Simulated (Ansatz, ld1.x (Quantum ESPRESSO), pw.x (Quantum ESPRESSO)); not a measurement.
## tellurium (Te): does the PAW potential hold in the solid?

Te (Z = 52), PAW, made with ld1.x (Quantum ESPRESSO) 7.5 (PBE, scalar-relativistic). Core [Kr] 4d10, reference 5s2 5p2 (charge +2). Waves: 5s (bound): rcut 1.80, rcutus 1.90 bohr; 5s channel at -1.85 Ry: rcut 1.80, rcutus 1.90 bohr; 5p (bound): rcut 1.65, rcutus 1.80 bohr; 5p channel at 1.7 Ry: rcut 1.65, rcutus 1.80 bohr; 5d channel at 0.05 Ry: rcut 1.40, rcutus 1.90 bohr. Local part: all-electron potential smoothed inside 1.70 bohr (lloc = -2). Core correction: Bessel-smoothed model core inside 1.65 bohr. Augmentation charge: PSQ, inside the norm-conserving radii.

Atomic tests: cutoffs needed: 15 Ry and 21 Ry (the cutoffs (Ry, on a coarse ladder) from which the occupation-weighted sum of valence levels, in a spherical-Bessel basis at the reference potential, stays within 10 and 1 mRy of its value at 400 Ry); ghost test: no extra level below or beside the all-electron valence levels (s, p, d, f tested) (spherical-Bessel basis up to 400 Ry, 20 bohr box); configuration tests: test run stopped at test 4 of 7 (negative rho).

Crystal test: fcc Te in pw.x 7.5, no spin, 12³ k-points, Fermi–Dirac smearing 0.01 Ry, cutoffs 40/320 Ry. The reference is all-electron LAPW (Ansatz 0.2.0) with the same functional, mesh and smearing; V0 and B0 come from Birch–Murnaghan fits to the pressures at five volumes. Errors are pseudo minus all-electron; Δ is the rms difference of the E(V) curves that follow from these fits, minima aligned, over ±6 % about the mean V0. Mesh and smearing are coarse, so the numbers serve the comparison and aren't converged zero-temperature values; the lattice is a test structure that the element need not adopt.

All-electron: a0 = 4.845 Å (V0 = 28.43 Å³/atom), B0 = 52.9 GPa.

**Question.** How far does the potential miss the all-electron equation of state?

**Answer.** mean pressure error (GPa): -1.36; a0 (Å): 4.803; a0 error (%): -0.86; B0 error (%): +2.9; Δ (meV/atom): 8.6. This is a poor potential for the solid. Atomic configuration tests: test run stopped at test 4 of 7 (negative rho).

```csv
V (Å³/atom),P all-electron (GPa),P pseudo (GPa)
26.941,3.24,1.61
27.650,1.57,0.10
28.359,0.13,-1.21
29.068,-1.12,-2.34
29.777,-2.19,-3.31
```

**Question.** At the middle volume, how do free energy and pressure move when the wave cutoff is lowered (ecutrho held at 320 Ry)?

**Answer.**

| cutoff (Ry) | shift of F (meV/atom) | shift of P (GPa) |
| --- | --- | --- |
| 18 | +24.6 | -0.33 |
| 24 | +11.3 | -0.07 |
| 32 | +2.8 | -0.08 |

Input at the middle volume:

```
&control
  calculation='scf', prefix='x', pseudo_dir='./', outdir='./tmp', tstress=.true., disk_io='none'
/
&system
  ibrav=0, nat=1, ntyp=1, ecutwfc=40, ecutrho=320, nbnd=10,
  occupations='smearing', smearing='fd', degauss=0.01
/
&electrons
  conv_thr=1e-09, mixing_beta=0.4, electron_maxstep=70
/
ATOMIC_SPECIES
Te 1.0 Te.UPF
CELL_PARAMETERS angstrom
  0.00000000 2.42039904 2.42039904
  2.42039904 0.00000000 2.42039904
  2.42039904 2.42039904 0.00000000
ATOMIC_POSITIONS crystal
Te 0.0000 0.0000 0.0000
K_POINTS automatic
12 12 12 0 0 0
```

```bash
pw.x < Te.scf.in > Te.scf.out
```

Lines of the output:

```
Message from routine setup:
     using ibrav=0 with symmetry is DISCOURAGED, use correct ibrav instead
     lattice parameter (alat)  =       6.4685  a.u.
     unit-cell volume          =     191.3760 (a.u.)^3
     number of electrons       =         6.00
     number of Kohn-Sham states=           10
     kinetic-energy cutoff     =      40.0000  Ry
     charge density cutoff     =     320.0000  Ry
     scf convergence threshold =      1.0E-09
     Exchange-correlation= SLA  PW   PBX  PBC
     number of k points=    72  Fermi-Dirac smearing, width (Ry)=  0.0100
     iteration #  1     ecut=    40.00 Ry     beta= 0.40
     total energy              =    -362.67521280 Ry
     estimated scf accuracy    <       0.25726282 Ry
     iteration #  2     ecut=    40.00 Ry     beta= 0.40
     total energy              =    -362.64851214 Ry
     estimated scf accuracy    <       0.06188728 Ry
     iteration #  3     ecut=    40.00 Ry     beta= 0.40
     total energy              =    -362.65648857 Ry
     estimated scf accuracy    <       0.00019280 Ry
     iteration #  4     ecut=    40.00 Ry     beta= 0.40
     total energy              =    -362.65658702 Ry
     estimated scf accuracy    <       0.00010500 Ry
     iteration #  5     ecut=    40.00 Ry     beta= 0.40
     total energy              =    -362.65660794 Ry
     estimated scf accuracy    <       0.00000339 Ry
     iteration #  6     ecut=    40.00 Ry     beta= 0.40
     total energy              =    -362.65660855 Ry
     estimated scf accuracy    <       0.00000105 Ry
     iteration #  7     ecut=    40.00 Ry     beta= 0.40
     total energy              =    -362.65660867 Ry
     estimated scf accuracy    <          1.5E-09 Ry
     iteration #  8     ecut=    40.00 Ry     beta= 0.40
     the Fermi energy is     7.9042 ev
!    total energy              =    -362.65660868 Ry
     estimated scf accuracy    <          1.1E-10 Ry
     smearing contrib. (-TS)   =      -0.00432441 Ry
     convergence has been achieved in   8 iterations
          total   stress  (Ry/bohr**3)                   (kbar)     P=      -12.14
     Message from routine punch:
     Nothing written, as per user request (disk_io='none')
```

The run at the middle volume (72 k-points, 8 iterations) took about 7.5 s on one core of a shared host (Intel(R) Xeon(R) 6975P-C, 192 threads, 378 GiB, load 55).
